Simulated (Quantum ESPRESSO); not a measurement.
Runs of Quantum ESPRESSO 7.5 on HfO2. Symmetry: Fm-3m, No. 225, cubic system. The conventional cell has a = 5.115 Å, b = 5.115 Å, c = 5.115 Å, α = 90.00°, β = 90.00°, γ = 90.00°. Hf (site symmetry m-3m) is surrounded by 8 O at 2.21 Å. O (site symmetry -43m) has 4 Hf at 2.21 Å as nearest neighbours. Measurements of this composition are mostly on another form, of space group No. 14.

| task | level | potentials or basis | cell | k mesh | cutoff (eV) | form of the LDA correlation | mesh quality | gap on the mesh (eV) | pressure (GPa) |
| --- | --- | --- | --- | --- | --- | --- | --- | --- | --- |
| phonons | revPBE | GBRV 1.5 PBE | relaxed | 4 × 4 × 4, shifted | 612 | - | not flagged | - | 0.0 |
| band structure | LDA | PseudoDojo 0.4.1 SR LDA standard | as given | 9 × 9 × 9 | 1143 | PW92 | not flagged | 3.67 | (b) |
| band structure | PBEsol | PseudoDojo 0.4.1 SR PBEsol standard | as given | 9 × 9 × 9 | 1143 | - | not flagged | 3.75 | (a) |
| phonons | PW91 | GBRV 1.5 PBE | relaxed | 4 × 4 × 4, shifted | 612 | - | not flagged | - | 0.0 |
| single point | PBE | SG15 PBE 1.2 | as given | 4 × 4 × 4 | 952 | - | coarse | 3.68 | - |
| phonons | PBE | GBRV 1.5 PBE | relaxed | 4 × 4 × 4, shifted | 612 | - | not flagged | - | 0.0 |

Alike in all rows: no spin polarisation; smearing fermi-dirac 0.05 eV.

Problem. Estimate the missing entries.

Solution. (a) -13.2; (b) -22.1.

Caveats: some runs use coarse meshes; spin-orbit coupling is left out, which moves the levels of the heavy elements (some runs); the potentials were made for another functional, which shifts forces and pressure (some runs); the mesh misses the band edges, which the band path finds closer together (some runs); so large a pressure means that the cell lies far from this level's equilibrium, or that cutoff or potentials fall short (some runs).

A k mesh can miss the band edges, and the runs leave out spin-orbit coupling on Hf.

Not every run made on this cell is shown here.
